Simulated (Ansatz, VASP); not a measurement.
This is a calculation of FePt (Tetraferroplatinum) for Ansatz 0.2.0.

input.yaml

```yaml
crystal:
  lattice:
    - [2.7769155219, 0.0, 0.0]
    - [0.0, 2.7769155219, 0.0]
    - [0.0, 0.0, 3.7929596994]
  atoms:
    - { symbol: Pt, position: [0.5, 0.5, 0.5] }
    - { symbol: Fe, position: [0.0, 0.0, 0.0], spin: 3.0 }
hamiltonian:
  xc: pbe
  pseudopotentials: { kind: paw }
magnetization:
  spin_polarized: true
kpoints:
  mp_grid: { grid: [10, 10, 7] }
scf:
  occupations: { method: fermi_dirac, width: 0.05 }
output:
  forces: true
  stress: true
  eigenvalues: true
```

Potentials or basis: Ansatz PAW.

The run is started by

```sh
$ ansatz run input.yaml --threads 1 --pin off --max-ram 3584MiB --backend cpu --events-out ev --progress --plain --runs-dir out
```

Translate it to VASP 6.6.1. Potentials there: VASP PAW PBE potentials, release 64 (Pt, Fe).

As run (the cutoff follows the program's own potentials):

The input INCAR:

```
SYSTEM = FePt
PREC = Accurate
ENCUT = 520
EDIFF = 1E-7
ISMEAR = -1
SIGMA = 0.05
LREAL = .FALSE.
LASPH = .TRUE.
NELM = 120
ALGO = Normal
ISIF = 2
LWAVE = .FALSE.
LCHARG = .FALSE.
ISPIN = 2
MAGMOM = 0 3
LORBIT = 11
LMAXMIX = 4
GGA = PE
NBANDS = 20
```

KPOINTS

```
regular mesh
0
G
  10 10 7
  0 0 0
```

POSCAR

```
FePt
1.0
    2.7769155219      0.0000000000      0.0000000000
    0.0000000000      2.7769155219      0.0000000000
    0.0000000000      0.0000000000      3.7929596994
Pt Fe
1 1
Direct
    0.5000000000      0.5000000000      0.5000000000
    0.0000000000      0.0000000000      0.0000000000
```

Potentials or basis: VASP PAW PBE potentials, release 64 (Pt, Fe).

The run is started by

```bash
$ cat potpaw_PBE.64/Pt/POTCAR potpaw_PBE.64/Fe/POTCAR > POTCAR
$ mpirun -np 1 vasp_std > vasp.out
```

Both were run:

|  | VASP | Ansatz | Ansatz less VASP |
| --- | --- | --- | --- |
| gap on the k mesh at the Fermi level (eV) | none | none | - |
| pressure (GPa) | -7.9 | -7.6 | +0.36 |
| largest component of the traceless stress (GPa) | 0.21 | 0.17 | -0.036 |
| net moment per atom (μB) | 1.69 | 1.70 | +0.005 |
| size of the moment on the site where the two differ most (μB) | 0.35 | 0.40 | +0.051 |

Site moments also hang on the region over which each program counts them. A gap of «none» marks a metal or a gap that the smearing closes. The two sets of potentials don't hold the same shells in valence.

Spin-orbit coupling is left out, which matters for the levels of Pt.
